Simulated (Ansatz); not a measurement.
Ti2Co in Ansatz: the effect of fixed moment

The system is Ti2Co.

```
CELL_PARAMETERS angstrom
0.00000 3.36500 3.36500
3.36500 0.00000 3.36500
3.36500 3.36500 0.00000
ATOMIC_POSITIONS crystal
Co 0.75000 0.75000 0.75000
Co 0.50000 0.50000 0.50000
Ti 0.12500 0.62500 0.12500
Ti 0.12500 0.12500 0.62500
Ti 0.62500 0.12500 0.12500
Ti 0.12500 0.12500 0.12500
```

Alike in all runs:

- Program: Ansatz 0.2.0
- Task: single point
- Functional: PBEsol
- Potentials or basis: Ansatz PAW
- Cutoff: 420 eV (not typed: the program's choice for these potentials)
- k mesh: 6 × 6 × 6
- Occupations: fermi-dirac, width 0.05 eV

Q: One run gave: energy over the lowest run 1.2 meV/atom; pressure 16.9 GPa. Which fixed moment did it use?
A. 2
B. 10
C. 0
D. 16
E. 12

A: A.

```csv
fixed moment,spin,starting moments,energy over the lowest run (meV/atom),pressure (GPa)
0,"collinear spin, program default start",-,0.0,15.8
2,"collinear spin, ferromagnetic start","[0.5, 0.5, 0.25, 0.25, 0.25, 0.25] μB",1.2,16.9
4,"collinear spin, ferromagnetic start","[1.0, 1.0, 0.5, 0.5, 0.5, 0.5] μB",39.7,19.3
6,"collinear spin, ferromagnetic start","[1.5, 1.5, 0.75, 0.75, 0.75, 0.75] μB",130.3,22.5
8,"collinear spin, ferromagnetic start","[2.0, 2.0, 1.0, 1.0, 1.0, 1.0] μB",313.1,27.2
10,"collinear spin, ferromagnetic start","[2.5, 2.5, 1.25, 1.25, 1.25, 1.25] μB",571.8,32.6
12,"collinear spin, ferromagnetic start","[3.0, 3.0, 1.5, 1.5, 1.5, 1.5] μB",928.9,39.2
16,"collinear spin, ferromagnetic start","[4.0, 4.0, 2.0, 2.0, 2.0, 2.0] μB",1917.5,57.3
```

Caveats: the total moment is fixed, so each spin has its own Fermi level; the PAW data sets come from PBE, with cores solved anew for the run's functional, which leaves a small shift of forces and pressure; the thresholds are loose for stress; a pressure of tens of GPa on the cell as given is suspect, and the run, the potentials or the cell itself is likely at fault (some runs).
